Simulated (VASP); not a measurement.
C:

```
C
1.0
     2.46729    0.00000    0.00000
    -1.23365    2.13674    0.00000
     0.00000    0.00000    7.80307
C
4
Direct
  0.00000 0.00000 0.25000
  0.00000 0.00000 0.75000
  0.33333 0.66667 0.25000
  0.66667 0.33333 0.75000
```

| Quantity | Value |
| --- | --- |
| Program | VASP 6.6.1 |
| Task | relaxation of cell and atoms |
| Functional | r2SCAN |
| Dispersion | rVV10 |
| Potentials or basis | VASP PAW PBE potentials, release 64 (C) |
| Cutoff | 600 eV |
| k mesh | 12 × 12 × 4 |
| Occupations | gaussian, width 0.03 eV |
| Spin | no spin polarisation |

At the start: pressure -3.9 GPa; volume 10.28 Å³/atom.

Question: How do energy, volume and symmetry change on relaxing?

Answer: Over 10 steps the energy falls by 21.9 meV/atom and the volume is 8.63 Å³/atom (-16.1 %); space group P6_3/mmc (No. 194, to 0.05 Å).

The path:
```tsv
step	energy change (eV)	largest force (eV/Å)	pressure (GPa)	volume (Å³)
1	0.0000	0.0000	-3.89	41.14
2	0.0165	0.0000	6.61	39.67
3	-0.0067	0.0000	-0.38	40.62
4	-0.0128	0.0000	-0.41	40.27
5	-0.0312	0.0000	-0.47	39.22
6	-0.0655	0.0000	-0.46	37.12
7	-0.0742	0.0000	0.70	32.92
8	-0.0859	0.0000	-0.19	35.17
9	-0.0876	0.0000	0.05	34.37
10	-0.0877	0.0000	-0.02	34.53
```

Final structure:
```
C
1.0
     2.45609    0.00000    0.00000
    -1.22804    2.12703    0.00000
     0.00000    0.00000    6.60967
C
4
Direct
  0.00000 0.00000 0.25000
  0.00000 0.00000 0.75000
  0.33333 0.66667 0.25000
  0.66667 0.33333 0.75000
```

Caveat: the volume moved by over 15 % at a fixed basis, so the end points are rough; the PAW data sets were made with another functional, which shifts forces and pressure a little.
